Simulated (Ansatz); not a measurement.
SrTiO₃ under strain — coordination and 17O quadrupole coupling

Cell: an entry of the Crystallography Open Database (COD), relaxed with PBE at fixed cell and then changed (z compressed by 3 %, ions relaxed).

```
CELL_PARAMETERS angstrom
3.90500 0.00000 0.00000
0.00000 3.90500 0.00000
0.00000 0.00000 3.78785
ATOMIC_POSITIONS crystal
Sr 0.00000 0.00000 0.00000
Ti 0.50000 0.50000 0.50000
O 0.00000 0.50000 0.50000
O 0.50000 0.00000 0.50000
O 0.50000 0.50000 0.00000
```

Atoms are numbered from 1 in the order listed; like atoms form one site, named after its first atom.

The numbers come from a DFT calculation in Ansatz (PBE, plane waves and PAW, scalar-relativistic, 420 eV cutoff, Γ-centred 8×8×8 k-points, Fermi–Dirac smearing 0.02 eV).

Q(17O) = -25.58 mb.

Q: Order the O environments from the weakest to the strongest quadrupole coupling.
A. O5: 2 Ti at 1.89 Å, angle 180°; also 4 Sr at 2.76 Å
B. O3: 2 Ti at 1.95 Å, angle 180°; also 4 Sr at 2.72 Å

A: A (0.053 MHz, η = 0.00), B (0.877 MHz, η = 0.71).

An axis of threefold or higher order runs through O5, so V_zz lies along it and η is zero. At O3 V_zz points along the line of its two bonds (within 1°). Like point charges on the first shell alone (each adding as 1/d³) would put O5 above O3: the covalent part of each bond and the atoms beyond the first shell count as well.

At this changed cell the PBE pressure is 11 GPa.
